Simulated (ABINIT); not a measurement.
A run of ABINIT 10.8.3 (patched build) is set up as follows.

Contents of run.abi:

```
# Datasets: ground state, then fixed potential
ndtset 2

# Pseudopotentials
pp_dirpath "./"
pseudos "Sr.GGA_PBE-JTH.xml, O.GGA_PBE-JTH.xml"

# Structure
acell 6.8583759662 6.8583759662 6.8583759662
rprim
     0.0000000000     0.7071067812     0.7071067812
     0.7071067812     0.0000000000     0.7071067812
     0.7071067812     0.7071067812     0.0000000000
ntypat 2
znucl 38 8
natom 2
typat 1 2
xred
     0.5000000000     0.5000000000     0.5000000000
     0.0000000000     0.0000000000     0.0000000000

# Plane-wave basis
ecut 23.0
pawecutdg 45.0

# Exchange and correlation
ixc -150130

# Bands and occupations
occopt 3
tsmear 0.00183747

# Spin
nspinor 2
nspden 1
pawspnorb 1

# SCF cycle
nstep 100

# Output
iomode 3
prtwf 0
prteig 0
prtebands 0
prtden1 1

# Dataset 1
kptopt1 4
ngkpt1 9 9 9
nshiftk1 1
shiftk1 0.0 0.0 0.0
nband1 24
tolvrs1 1.0e-9

# Dataset 2: bands along G-X-W-K-G-L-U-W-L-K
iscf2 -2
getden2 1
nband2 32
nbdbuf2 2
tolwfr2 1.0e-12
kptopt2 -9
ndivsm2 5
prteig2 1
kptbounds2
     0.0000000000     0.0000000000     0.0000000000
     0.5000000000     0.0000000000     0.5000000000
     0.5000000000     0.2500000000     0.7500000000
     0.3750000000     0.3750000000     0.7500000000
     0.0000000000     0.0000000000     0.0000000000
     0.5000000000     0.5000000000     0.5000000000
     0.6250000000     0.2500000000     0.6250000000
     0.5000000000     0.2500000000     0.7500000000
     0.5000000000     0.5000000000     0.5000000000
     0.3750000000     0.3750000000     0.7500000000
```

Potentials or basis: JTH PAW PBE v2.0.

Command:

```sh
$ abinit run.abi > log 2>&1
```

**Question.** Predict the pressure.

**Answer.** -1.2 GPa.

**Question.** Estimate the band gap on the k mesh.

**Answer.** 3.19 eV, indirect (least direct gap 3.25 eV).

Levels at the corners of the path, in eV from the valence-band top:
| point | band 13 | band 14 | band 15 | band 16 | band 17 | band 18 | band 19 | band 20 |
| --- | --- | --- | --- | --- | --- | --- | --- | --- |
| Γ | 0.00 | 0.00 | 0.00 | 0.00 | 3.80 | 3.80 | 6.18 | 6.18 |
| X | -0.13 | -0.13 | -0.05 | -0.05 | 3.13 | 3.13 | 7.82 | 7.82 |
| W | -0.49 | -0.49 | -0.40 | -0.40 | 5.92 | 5.92 | 5.92 | 5.92 |
| K | -0.59 | -0.59 | -0.47 | -0.47 | 4.67 | 4.67 | 7.81 | 7.81 |
| Γ | 0.00 | 0.00 | 0.00 | 0.00 | 3.80 | 3.80 | 6.18 | 6.18 |
| L | -1.16 | -1.16 | -1.15 | -1.15 | 6.50 | 6.50 | 8.17 | 8.17 |
| U | -0.59 | -0.59 | -0.47 | -0.47 | 4.67 | 4.67 | 7.81 | 7.81 |
| W | -0.49 | -0.49 | -0.40 | -0.40 | 5.92 | 5.92 | 5.92 | 5.92 |
| L | -1.16 | -1.16 | -1.15 | -1.15 | 6.50 | 6.50 | 8.17 | 8.17 |
| K | -0.59 | -0.59 | -0.47 | -0.47 | 4.67 | 4.67 | 7.81 | 7.81 |

Caveat: the PAW data sets were made with another functional, which shifts forces and pressure a little.
